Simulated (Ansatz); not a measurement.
This Ansatz 0.2.0 run on KCl (Sylvite) needs a look.

The input input.yaml:

```yaml
crystal:
  lattice:
    - [0.0, 3.14647, 3.14647]
    - [3.14647, 0.0, 3.14647]
    - [3.14647, 3.14647, 0.0]
  atoms:
    - { symbol: K, position: [0.0, 0.0, 0.0] }
    - { symbol: Cl, position: [0.5, 0.5, 0.5] }
hamiltonian:
  xc: r2scan
  pseudopotentials: { kind: paw, source: jth }
kpoints:
  mp_grid: { grid: [5, 5, 5] }
scf:
  occupations: { method: fixed }
  max_iter: 2
output:
  forces: true
  stress: true
elastic:
  mode: relaxed_ion
  stencil: two_point
```

Potentials or basis: JTH PAW.

Run with:

```sh
$ ansatz run input.yaml --threads 1 --pin off --max-ram 2560MiB --backend cpu --events-out ev --progress --plain --runs-dir out
```

Output:

```text
[... 33 lines left out ...]
did not converge after 2 iterations: dr2 = 2.12e-1 (threshold 1.00e-13), under the density mixer `msr1`, which `scf.mixing.algorithm: auto` chose by the deck's other keys (type `scf.mixing.algorithm: msr1` to keep it); at k-index 0, counted from 0 in this SCF's own list of k-points, the highest band that the last eigensolve's fill by count filled, 0.088100 eV, and the lowest that it left empty, 5.965874 eV, lay 5.878e0 eV apart, the closest at any k-point: where those lie closer than the levels still move from one iteration to the next, and no symmetry of the run holds them equal, such a fill
```

Question: Diagnose the run.

Answer: The calculation stopped without meeting its thresholds. The input holds a flaw that was put in on purpose: too few SCF iterations.
